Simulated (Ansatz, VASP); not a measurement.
Sn2Ge: VASP beside Ansatz

```
Sn Ge
1.0
     0.00000    3.39583    3.39583
     3.39583    0.00000    3.39583
     3.39583    3.39583    0.00000
Sn Ge
2 1
Direct
  0.75000 0.75000 0.75000
  0.25000 0.25000 0.25000
  0.00000 0.00000 0.00000
```

Alike in both runs: functional LDA; k mesh 6 × 6 × 6; occupations gaussian, width 0.1 eV; no spin polarisation.

Ansatz relaxed the structure, and its values are those at the end. VASP's run is a single point on that final structure, the one shown.

|  | VASP | Ansatz |
| --- | --- | --- |
| version | VASP 6.6.1 | Ansatz 0.2.0 |
| potentials or method | VASP PAW LDA potentials, release 64 (Sn_d, Ge_d) | scalar-relativistic, plane waves, PAW |
| plane-wave cutoff (eV) | 520 | 420 |
| valence electrons in the cell | 42 | 42 |

```tsv
	VASP	Ansatz	Ansatz less VASP
gap on the k mesh at the Fermi level (eV)	none	none	-
pressure (GPa)	0.4	0.4	-0.02
```

A gap of «none» marks a metal or a gap that the smearing closes.
